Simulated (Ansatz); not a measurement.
What DFT gives for Au

```xyz
6
Lattice="5.5709 0.0000 0.0000 0.0000 6.0551 0.0000 -2.4988 0.0000 5.5086" Properties=species:S:1:pos:R:3 pbc="T T T"
Au    0.0000    0.0000    0.0000
Au   -1.2494    3.0275    2.7543
Au    1.7054    2.1798    1.4598
Au    2.6160    5.2074    1.2945
Au    1.3666    3.8753    4.0489
Au    0.4560    0.8477    4.2141
```

Single point in Ansatz 0.2.0 with PBE, no spin polarisation. Cutoff 420 eV, PAW datasets, 7×6×6 Γ-centred k mesh, gaussian filling (width 0.2333 eV).

At the Fermi level: It is a metal, with about 2 states/eV a cell as the mean within 0.25 eV of the Fermi level, mostly Au s (64 %) and Au d (26 %).
Forces: The largest is on Au4 (and as large on other atoms): 0.56 eV/Å, components (-0.12, -0.24, -0.49). It makes 64° with the line to a nearest neighbour, Au1 at 3.04 Å.
Contacts: Au–Au at 3.04 Å: least valence density 0.21 e/Å³ and ELF 0.20 there. Both are smooth PAW fields, read partly inside the augmentation spheres.
Stress: The pressure is -12.4 GPa (compression positive), so with the atoms held at these fractions the cell would first shrink. The principal stresses -13.3, -12.6, -11.2 GPa differ, so its shape would change too.

Origin: a known structure type with other elements, at an estimated volume, so it need not be a known compound. Caveats: wide smearing.
